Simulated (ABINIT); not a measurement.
Runs of ABINIT 10.8.3 (patched build) on Fe. It takes space group Fmmm (No. 69, orthorhombic). Conventional cell: a = 2.997 Å, b = 3.883 Å, c = 3.930 Å, α = 90.00°, β = 90.00°, γ = 90.00°. Around Fe (site symmetry mmm) lie 12 Fe at 2.45 to 2.76 Å. 

```tsv
task	level	potentials or basis	k mesh	cutoff (eV)	fine-grid cutoff	gap on the mesh (eV)	pressure (GPa)	moment (μB)
band structure	BLYP	Ansatz PAW PBE default generated set, frozen core	13 × 13 × 13	490	979.61 eV	none	6.9	2.14
band structure	PBEsol	Ansatz PAW PBE default generated set, frozen core	13 × 13 × 13	490	979.61 eV	none	-10.5	(a)
single point	PBEsol	PseudoDojo NC SR PBEsol v0.4 stringent	10 × 10 × 10	1605	-	none	-10.6	(c)
single point	PBEsol	PseudoDojo NC SR PBEsol v0.4.1 standard	10 × 10 × 10	1225	-	none	-9.6	2.23
band structure	LDA	Ansatz PAW PBE default generated set, frozen core	13 × 13 × 13	490	979.61 eV	none	-18.7	2.14
single point	PBEsol	JTH PAW PBE v2.0	10 × 10 × 10	707	1306.15 eV	none	(b)	2.17
```

Alike in all rows: spin collinear, ferromagnetic start; cell as given; smearing fermi-dirac 0.05 eV.

**Question.** Estimate the missing entries.

**Answer.** (a) 2.18; (b) -10.9; (c) 2.20.

Caveats: the PAW data sets were made with another functional, which shifts forces and pressure a little (some runs); the atomic spheres overlap (some runs).

A gap of «none» marks a metal or a gap under the smearing width.
